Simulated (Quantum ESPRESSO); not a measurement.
Pt:

```
Pt
1.0
     0.00000    1.96090    1.96090
     1.96090    0.00000    1.96090
     1.96090    1.96090    0.00000
Pt
1
Direct
  0.00000 0.00000 0.00000
```

Base run:

```yaml
Program: Quantum ESPRESSO 7.5
Functional: LDA
Potentials_or_basis: PseudoDojo 0.4.1 SR LDA standard
Cutoff: 1034 eV
Density_cutoff: 4136 eV
k_mesh: 12 × 12 × 12
Occupations: fermi-dirac, width 0.05 eV
Spin: no spin polarisation
```

Its results: band gap on the k mesh none (metal or under the smearing width); pressure -7.4 GPa.

Question: The run is repeated on the same cell with these changes: functional from LDA to PBEsol; potentials or basis from PseudoDojo 0.4.1 SR LDA standard to PseudoDojo 0.4.1 SR PBEsol standard; cutoff from 1034 eV to 1143 eV; density cutoff from 4136 eV to 4572 eV. What comes out?

Answer: Band gap on the k mesh none (metal or under the smearing width); pressure -1.1 GPa.

Caveats: spin-orbit coupling is left out, which moves the levels of the heavy elements.
